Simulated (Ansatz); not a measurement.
NaCl built on the h-MgO prototype, relaxed with r2SCAN in Ansatz 0.2.0: space group P6_3/mmc (No. 194), hexagonal; a = 4.721 Å, c = 5.570 Å in the conventional setting, 26.88 Å³ an atom. Na is surrounded by 5 Cl at 2.73–2.78 Å; Cl is surrounded by 5 Na at 2.73–2.78 Å. The primitive cell holds 4 atoms in 107.51 Å³. No spin polarisation. The prototype was imposed, so other structures may be more stable.

Computed values: PBE gives a gap of 4.84 eV and PBE0 (25 % exact exchange) 6.87 eV; one over PBE's mean ε∞ is 0.454. HSE06 (6×6×4) gives a least gap of 6.13 eV, direct. PBEsol's static dielectric constant, on its own cell and averaged over directions, is 4.4.

Problem. What is the density?

Solution. The cell holds 2 Na, 2 Cl: M = 2×22.990 + 2×35.450 = 116.88 u in V = 107.51 Å³. ρ = 1.66054 × M/V = 1.66054 × 116.88/107.51 = 1.805 g/cm³, for the static r2SCAN lattice.

Problem. Taking the gap as linear in the share of unscreened exchange, estimate the gap of the hybrid whose share is 1/ε∞.

Solution. The slope is (6.87 − 4.84)/0.25 = 8.12 eV per unit share, so E_g ≈ 4.84 + 8.12 × 0.454 = 8.53 eV. The run with that share gives 8.56 eV (6×6×4 mesh), +0.03 eV from the straight line.

Problem. At what wavelength does absorption set in by HSE06, excitons left aside?

Solution. λ = 1239.84 eV nm/E: 202 nm for the least gap. That lies in the ultraviolet, so by this gap the crystal is transparent to visible light.

Problem. As a gate dielectric 2 nm thick, what equivalent oxide thickness and capacitance would it have, with 3.9 for amorphous SiO₂?

Solution. EOT = t × 3.9/κ = 2 × 3.9/4.4 = 1.77 nm; C/A = ε₀κ/t = 8.854 × 4.4/2 = 19.5 fF/µm². This takes the ideal crystal's mean κ, without interface layers; the tensor is anisotropic (4.1, 4.1, 5.1), so an oriented film differs.

The meshes of the hybrids are coarse, so their gaps aren't converged to the digits shown.
